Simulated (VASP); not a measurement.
Write the native input for VASP 6.6.1 that does the following.

```yaml
Task: relaxation of cell and atoms
Functional: LDA
Potentials_or_basis: VASP PAW LDA potentials, release 64 (Zr_sv, C)
Cutoff: 600 eV
k_mesh: 14 × 14 × 14
Occupations: methfessel-paxton, width 0.1 eV
Spin: no spin polarisation
Further_INCAR_settings: ALGO = Normal; EDIFF = 1e-06; IBRION = 2; EDIFFG = -0.01; NSW = 90; ISIF = 3
```

The structure of ZrC lies in POSCAR:

```
ZrC
1.0
    0.0000000000      2.3650000000      2.3650000000
    2.3650000000      0.0000000000      2.3650000000
    2.3650000000      2.3650000000      0.0000000000
Zr C
1 1
Direct
    0.5000000000      0.5000000000      0.5000000000
    0.0000000000      0.0000000000      0.0000000000
```

These files were run (other wordings do the same):

INCAR

```
ALGO     = Normal         # electronic algorithm
EDIFF    = 1E-6           # SCF threshold, eV
EDIFFG   = -0.01          # ionic threshold
ENCUT    = 600            # plane-wave cutoff, eV
GGA      = CA             # functional
IBRION   = 2              # ionic algorithm
ISIF     = 3              # what is computed and relaxed
ISMEAR   = 1              # smearing method
LASPH    = T              # aspherical terms in the spheres
LCHARG   = F              # write CHGCAR
LREAL    = F              # projectors in reciprocal space
LWAVE    = F              # write WAVECAR
NELM     = 80             # most SCF steps
NSW      = 90             # ionic steps
PREC     = Accurate       # precision mode
SIGMA    = 0.1            # smearing width, eV
```

KPOINTS

```
k-points
0
Gamma
  14 14 14
```

Potentials or basis: VASP PAW LDA potentials, release 64 (Zr_sv, C).

The run is started by

```console
$ cat potpaw_LDA.64/Zr_sv/POTCAR potpaw_LDA.64/C/POTCAR > POTCAR
$ mpirun -np 1 vasp_std > vasp.out
```

It gave:

```json
{
  "Relaxed volume": "12.53 Å³/atom",
  "Relaxed cell": "a = 3.285 Å, b = 3.285 Å, c = 3.285 Å, α = 60.00°, β = 60.00°, γ = 60.00°",
  "Space group after relaxing (to 0.05 Å)": "Fm-3m (No. 225)",
  "Energy gained by relaxing": "27.5 meV/atom",
  "Ionic steps": "4",
  "Pressure after relaxing": "-0.1 GPa",
  "Band gap on the k mesh": "none (metal or under the smearing width)"
}
```

It took 60 s on 1 thread of Intel(R) Xeon(R) 6975P-C (Granite Rapids) (shared host), peak memory 0.18 GiB.
